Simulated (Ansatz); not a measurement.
Wanted: the native input for an Ansatz 0.2.0 run.

* Task: single point
* Functional: PBE
* Potentials or basis: Ansatz PAW
* Cutoff: 420 eV (not typed: the program's choice for these potentials)
* k mesh: 8 × 8 × 5
* Occupations: gaussian, width 0.02 eV
* Spin: no spin polarisation

PtSe2 (Sudovikovite):

```
Pt Se
1.0
     3.72400    0.00000    0.00000
    -1.86200    3.22508    0.00000
     0.00000    0.00000    5.06200
Pt Se
1 2
Direct
  0.00000 0.00000 0.00000
  0.66667 0.33333 0.75000
  0.33333 0.66667 0.25000
```

One way to write it, as run:

input.yaml

```yaml
crystal:
  lattice:
    - [3.724, 0.0, 0.0]
    - [-1.862, 3.2250786037, 0.0]
    - [0.0, 0.0, 5.062]
  atoms:
    - { symbol: Pt, position: [0.0, 0.0, 0.0] }
    - { symbol: Se, position: [0.6666666667, 0.3333333333, 0.75] }
    - { symbol: Se, position: [0.3333333333, 0.6666666667, 0.25] }
hamiltonian:
  xc: pbe
  pseudopotentials: { kind: paw }
kpoints:
  mp_grid: { grid: [8, 8, 5] }
scf:
  occupations: { method: gaussian, width: 0.02 }
output:
  forces: true
  stress: true
  eigenvalues: true
```

Potentials or basis: Ansatz PAW.

Run with:

```sh
$ ansatz run input.yaml --threads 2 --pin off --max-ram 5632MiB --backend cpu --events-out ev --progress --plain --runs-dir out
```

Results of the run:

```json
{
  "Pressure": "7.3 GPa",
  "Largest force": "0.570 eV/Å",
  "Band gap on the k mesh": "none (metal or under the smearing width)"
}
```

Wall time 8.7 s on 2 threads of Intel(R) Xeon(R) Processor @ 2.50GHz (Skylake/Cascade Lake) (shared host), peak memory 0.39 GiB.
